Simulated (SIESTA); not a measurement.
Se:

```
Se
1.0
     4.36620    0.00000    0.00000
    -2.18310    3.78124    0.00000
     0.00000    0.00000    4.95360
Se
3
Cartesian
  1.6910 2.9289 0.0000
  -0.4921 0.8523 3.3024
  0.9841 0.0000 1.6512
```

Base run:

```yaml
Program: SIESTA 5.4.2
Functional: PBE
Potentials_or_basis: PseudoDojo 0.4 standard (PBE files)
Basis: DZP (energy shift 0.002 Ry)
Grid_cutoff: 500 Ry
Energy_shift: 0.002 Ry
k_mesh: 7 × 7 × 6
Occupations: fermi-dirac, width 0.05 eV
Spin: no spin polarisation
```

Its results: band gap on the k mesh 1.04 eV, indirect (least direct gap 1.31 eV); pressure 8.7 GPa; largest force 1.980 eV/Å.

The run is repeated on the same cell with these changes: basis from DZP (energy shift 0.002 Ry) to TZDP (energy shift 0.002 Ry). What comes out?

Band gap on the k mesh 1.11 eV, indirect (least direct gap 1.38 eV); pressure 8.5 GPa; largest force 1.745 eV/Å.

Caveats: semicore shells carry a single zeta, which can move pressures by several GPa and volumes by a few percent; the basis of atomic orbitals isn't converged, which shifts pressures, moduli and gaps; forces of over 1 eV/Å show positions far from the minimum, so gaps and moduli don't describe the material at rest; an odd mesh through Γ misses points on the zone boundary, where band edges often lie (some runs); the mesh misses the band edges, which the band path finds closer together (some runs).

Not every run made on this cell is shown here.
